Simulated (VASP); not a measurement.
# Ge (Fd-3m) in VASP: relaxation of cell and atoms with PBE

Aim: the relaxation of cell and atoms of Ge with PBE.

Everything below comes from runs of VASP 6.6.1. Logs are shortened: lines on timing, memory, paths and dates and some standing lists are left out, and cuts for length are marked.

## (1) Starting point

Symmetry: Fd-3m, No. 227, cubic system. Conventional cell: a = 5.762 Å, b = 5.762 Å, c = 5.762 Å, α = 90.00°, β = 90.00°, γ = 90.00°. Ge (site symmetry -43m) is surrounded by 4 Ge at 2.50 Å.

## (2) Relaxation of cell and atoms, PBE

The input, INCAR:

```
ALGO = Fast
EDIFF = 1E-6
EDIFFG = -0.005
ENCUT = 300
GGA = PE
IBRION = 2
ISIF = 3
ISMEAR = 0
LASPH = T
LCHARG = F
LREAL = F
LWAVE = F
NELM = 100
NSW = 40
PREC = Accurate
SIGMA = 0.02
```

The input, KPOINTS:

```
k-points
0
Gamma
  8 8 8
```

The input, POSCAR:

```
Ge
1.0
    0.0000000000      2.8810000000      2.8810000000
    2.8810000000      0.0000000000      2.8810000000
    2.8810000000      2.8810000000      0.0000000000
Ge
2
Direct
    0.0000000000      0.0000000000      0.0000000000
    0.2500000000      0.2500000000      0.2500000000
```

Potentials or basis: VASP PAW PBE potentials, release 64 (Ge).

Run with:

```bash
cat potpaw_PBE.64/Ge/POTCAR > POTCAR
mpirun -np 1 vasp_std > vasp.out
```

OUTCAR:

```text
EDIFF = 1E-6
   EDIFFG = -0.005
   ENCUT = 300
   GGA = PE
   IBRION = 2
   ISIF = 3
   ISMEAR = 0
   LASPH = T
   LREAL = F
   NELM = 100
   NSW = 40
   PREC = Accurate

 ion  position               nearest neighbor table
   1  0.000  0.000  0.000-   2 2.50   2 2.50   2 2.50   2 2.50
   2  0.250  0.250  0.250-   1 2.50   1 2.50   1 2.50   1 2.50

  LATTYP: Found a face centered cubic cell.
 ALAT       =     5.7620000000

  Lattice vectors:

 A1 = (   0.0000000000,   2.8810000000,   2.8810000000)
 A2 = (   2.8810000000,   0.0000000000,   2.8810000000)
 A3 = (   2.8810000000,   2.8810000000,   0.0000000000)

Analysis of symmetry for initial positions (statically):
=====================================================================
 Subroutine PRICEL returns:
 Original cell was already a primitive cell.

 Routine SETGRP: Setting up the symmetry group for a
 face centered cubic supercell.

 Subroutine GETGRP returns: Found 48 space group operations
 (whereof 24 operations were pure point group operations)
 out of a pool of 48 trial point group operations.

The static configuration has the point symmetry T_d .
 The point group associated with its full space group is O_h .

Analysis of symmetry for dynamics (positions and initial velocities):
=====================================================================
 Subroutine PRICEL returns:
 Original cell was already a primitive cell.

 Routine SETGRP: Setting up the symmetry group for a
 face centered cubic supercell.

 Subroutine GETGRP returns: Found 48 space group operations
 (whereof 24 operations were pure point group operations)
 out of a pool of 48 trial point group operations.

The dynamic configuration has the point symmetry T_d .
 The point group associated with its full space group is O_h .

 Subroutine INISYM returns: Found 48 space group operations
 (whereof 24 operations are pure point group operations),
 and found     1 'primitive' translations

----------------------------------------------------------------------------------------

                                     Primitive cell

  volume of cell :      47.8255

  direct lattice vectors                    reciprocal lattice vectors
     0.000000000  2.881000000  2.881000000    -0.173550850  0.173550850  0.173550850
     2.881000000  0.000000000  2.881000000     0.173550850 -0.173550850  0.173550850
     2.881000000  2.881000000  0.000000000     0.173550850  0.173550850 -0.173550850

  length of vectors
     4.074349273  4.074349273  4.074349273     0.300598891  0.300598891  0.300598891

  position of ions in fractional coordinates (direct lattice)
     0.000000000  0.000000000  0.000000000
     0.250000000  0.250000000  0.250000000

  ion indices of the primitive-cell ions
   primitive index   ion index
                 1           1
                 2           2

----------------------------------------------------------------------------------------

 KPOINTS: k-points

Automatic generation of k-mesh.
 Grid dimensions read from file:
 generate k-points for:    8    8    8

 Generating k-lattice:

  Cartesian coordinates                     Fractional coordinates (reciprocal lattice)
    -0.021693856  0.021693856  0.021693856     0.125000000  0.000000000  0.000000000
     0.021693856 -0.021693856  0.021693856     0.000000000  0.125000000  0.000000000
     0.021693856  0.021693856 -0.021693856     0.000000000  0.000000000  0.125000000

  Length of vectors
     0.037574861  0.037574861  0.037574861

  Shift w.r.t. Gamma in fractional coordinates (k-lattice)
     0.000000000  0.000000000  0.000000000

 Subroutine IBZKPT returns following result:
 ===========================================

 Found     29 irreducible k-points:

 Following reciprocal coordinates:
            Coordinates               Weight
  0.000000  0.000000  0.000000      1.000000
  0.125000  0.000000  0.000000      8.000000
  0.250000  0.000000  0.000000      8.000000
  0.375000  0.000000  0.000000      8.000000
  0.500000  0.000000  0.000000      4.000000
  0.125000  0.125000  0.000000      6.000000
[... 16 lines left out ...]
  0.500000  0.250000  0.125000     48.000000
 -0.375000  0.250000  0.125000     24.000000
 [... further k-points ...]
   k-points           NKPTS =     29   k-points in BZ     NKDIM =     29   number of bands    NBANDS=      8
   number of dos      NEDOS =    301   number of ions     NIONS =      2
   total plane-waves  NPLWV =  13824
   dimension x,y,z NGX =    24 NGY =   24 NGZ =   24
   dimension x,y,z NGXF=    48 NGYF=   48 NGZF=   48
   ions per type =               2
   NGX,Y,Z   is equivalent  to a cutoff of   9.79,  9.79,  9.79 a.u.
   NGXF,Y,Z  is equivalent  to a cutoff of  19.59, 19.59, 19.59 a.u.
 SYSTEM =  unknown system
   PREC   = accura    normal or accurate (medium, high low for compatibility)
   ISTART =      0    job   : 0-new  1-cont  2-samecut
   ICHARG =      2    charge: 1-file 2-atom 10-const
   ISPIN  =      1    spin polarized calculation?
   LNONCOLLINEAR =      F non collinear calculations
   LSORBIT =      F    spin-orbit coupling
   LASPH  =      T    aspherical Exc in radial PAW
   ENCUT  =  300.0 eV  22.05 Ry    4.70 a.u.   5.75  5.75  5.75*2*pi/ulx,y,z
   NELM   =    100;   NELMIN=  2; NELMDL= -5     # of ELM steps
   EDIFF  = 0.1E-05   stopping-criterion for ELM
   LREAL  =      F    real-space projection
   EDIFFG = -.5E-02   stopping-criterion for IOM
   NSW    =     40    number of steps for IOM
   IBRION =      2    ionic relax: 0-MD 1-quasi-New 2-CG
   NFREE  =      1    steps in history (QN), initial steepest desc. (CG)
   ISIF   =      3    stress and relaxation
   ISYM   =      2    0-nonsym 1-usesym 2-fastsym
   POTIM  = 0.5000    time-step for ionic-motion
   TEBEG  =    0.0;   TEEND  =   0.0 temperature during run
   PSTRESS=    0.0 pullay stress
   NELECT =       8.0000    total number of electrons
   NUPDOWN=      -1.0000    fix difference up-down
   EMIN   =  10.00;   EMAX   =-10.00  energy-range for DOS
   EFERMI =   0.00;   METHOD = LEGACY
   ISMEAR =     0;   SIGMA  =   0.02  broadening in eV -4-tet -1-fermi 0-gaus
   EFERMI_NEDOS =   21; number of points for ismear=-14 and -15
   IALGO  =     68    algorithm
   IMIX   =      4    mixing-type and parameters
     AMIX     =   0.40;   BMIX     =  1.00
     AMIX_MAG =   1.60;   BMIX_MAG =  1.00
  volume/ion in A,a.u.               =      23.91       161.37
  Fermi-wavevector in a.u.,A,eV,Ry     =   0.902024  1.704579 11.070351  0.813648
  Thomas-Fermi vector in A             =   2.025177
   LORBIT       =      0    0 simple, 1 ext, 2 COOP (PROOUT), +10 PAW based schemes
   GGA     = PE    functional components
   LHFCALC =     F    Hartree Fock is set to
   AEXX    =    0.0000 exact exchange contribution
   IVDW    =     0    specifies the selected vdW correction
   LEPSILON=     F    determine dielectric tensor
   LRPA    =     F    only Hartree local field effects (RPA)
 conjugate gradient relaxation of ions
 non-spin polarized calculation
 RMM-DIIS sequential band-by-band and
 Gauss-broadening in eV      SIGMA  =   0.02
  energy-cutoff  :      300.00
  volume of cell :       47.83
 maximum number of plane-waves:       588
   NGX = 11   NGY = 11   NGZ = 11

--------------------------------------- Ionic step        1  -------------------------------------------

 number of electron       8.0000002 magnetization

 Free energy of the ion-electron system (eV)
  ---------------------------------------------------
  ext. energy  EPLUGINS =         0.00000000
  ---------------------------------------------------
  free energy    TOTEN  =        -8.97646783 eV

  energy without entropy =       -8.97637545  energy(sigma->0) =       -8.97642164

------------------------ aborting loop because EDIFF is reached ----------------------------------------

  FORCE on cell =-STRESS in cart. coord.  units (eV):
  Direction    XX          YY          ZZ          XY          YZ          ZX
  --------------------------------------------------------------------------------------
  -------------------------------------------------------------------------------------
  Total        0.1844001      0.1844001      0.1844001     -0.0000000      0.0000000      0.0000000
  in kB        6.1774897      6.1774897      6.1774897     -0.0000000      0.0000000      0.0000000
  external PRESSURE =       6.1774897 kB  Pullay stress =       0.0000000 kB
[... 57 lines left out ...]
  energy  without entropy=       -8.9772562996  energy(sigma->0) =       -8.97731630

--------------------------------------- Ionic step        3  -------------------------------------------

 number of electron       8.0000001 magnetization

 Free energy of the ion-electron system (eV)
  ---------------------------------------------------
  ext. energy  EPLUGINS =         0.00000000
  ---------------------------------------------------
  free energy    TOTEN  =        -8.97743543 eV

  energy without entropy =       -8.97730628  energy(sigma->0) =       -8.97737085

 E-fermi :   3.2162     XC(G=0):  -8.8772

 val. band max:        2.9190505582   @ k =   0.1250   0.0000   0.0000
 cond. band min:       3.2220591051   @ k =   0.5000   0.0000   0.0000
 fundamental gap:      0.3030085469
 Fermi energy:         3.2162369242

 k-point     1 :       0.0000    0.0000    0.0000
  band No.  band energies     occupation
      1      -9.0656      2.00000
      2       2.7025      2.00000
      3       3.2275      0.42592
      4       3.2275      0.42591
      5       3.2275      0.42590
      6       5.7372      0.00000
      7       5.7372      0.00000
      8       5.7372      0.00000
[... 243 lines left out ...]
 k-point    24 :      -0.3750    0.2500    0.1250
  band No.  band energies     occupation
      1      -6.6527      2.00000
      2      -4.2053      2.00000
      3      -0.2642      2.00000
      4       1.0825      2.00000
      5       5.4217      0.00000
      6       6.6103      0.00000
      7       8.7599      0.00000
      8       9.8500      0.00000

 [... further k-points ...]
[... 5 lines left out ...]
  --------------------------------------------------------------------------------------
  -------------------------------------------------------------------------------------
  Total        0.0001607      0.0001607      0.0001607      0.0000000     -0.0000000     -0.0000000
  in kB        0.0053256      0.0053256      0.0053256      0.0000000     -0.0000000     -0.0000000
  external PRESSURE =       0.0053256 kB  Pullay stress =       0.0000000 kB
[... 17 lines left out ...]
  FREE ENERGIE OF THE ION-ELECTRON SYSTEM (eV)
  ---------------------------------------------------
  free  energy   TOTEN  =        -8.9774354282 eV

  energy  without entropy=       -8.9773062808  energy(sigma->0) =       -8.97737085

 reached required accuracy - stopping structural energy minimisation
```

Wall time 13 s (1 thread of AMD EPYC 7R13 (Zen 3), shared host); peak memory 0.1 GiB.

What came out:

* Free energy: -8.9774 eV
* Relaxed volume: 24.17 Å³/atom
* Relaxed cell: a = 4.089 Å, b = 4.089 Å, c = 4.089 Å, α = 60.00°, β = 60.00°, γ = 60.00°
* Space group after relaxing (to 0.05 Å): Fd-3m (No. 227)
* Energy gained by relaxing: 0.5 meV/atom
* Ionic steps: 3
* Pressure after relaxing: 0.0 GPa
* Band gap on the k mesh: none (metal or under the smearing width)

The path:
```tsv
step	energy change (eV)	largest force (eV/Å)	pressure (GPa)	volume (Å³)
1	0.0000	0.0000	0.62	47.83
2	-0.0009	0.0000	-0.14	48.47
3	-0.0010	0.0000	0.00	48.34
```

Final structure:
```
Ge
1.0
     0.00000    2.89127    2.89127
     2.89127    0.00000    2.89127
     2.89127    2.89127    0.00000
Ge
2
Direct
  0.00000 0.00000 0.00000
  0.25000 0.25000 0.25000
```

Caveat: this crystal is a semiconductor, whose small gap the functional closes, so the metal is an error of the method.
